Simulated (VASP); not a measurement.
Crystal: KTaO3.

```
K Ta O
1.0
     3.98907    0.00000    0.00000
     0.00000    3.98907    0.00000
     0.00000    0.00000    3.98907
K Ta O
1 1 3
Direct
  0.50000 0.50000 0.50000
  0.00000 0.00000 0.00000
  0.50000 0.00000 0.00000
  0.00000 0.50000 0.00000
  0.00000 0.00000 0.50000
```

Base run:

| Property | Result |
| --- | --- |
| Program | VASP 6.6.1 |
| Functional | PBE-EpsX |
| Potentials or basis | VASP PAW PBE potentials, release 64 (K_sv, Ta_pv, O) |
| Cutoff | 520 eV |
| k mesh | 4 × 4 × 4 |
| Occupations | gaussian, width 0.03 eV |
| Spin | no spin polarisation |

Its results: band gap on the k mesh 3.67 eV, indirect (least direct gap 4.32 eV); pressure 1.4 GPa.

Problem. The run is repeated on the same cell with these changes: functional from PBE-EpsX to HSE06. What comes out?

Solution. Band gap on the k mesh 3.50 eV, indirect (least direct gap 4.16 eV); pressure -0.1 GPa.

Caveats: the PAW data sets were made with another functional, which shifts forces and pressure a little; spin-orbit coupling is left out, which moves the levels of the heavy elements.
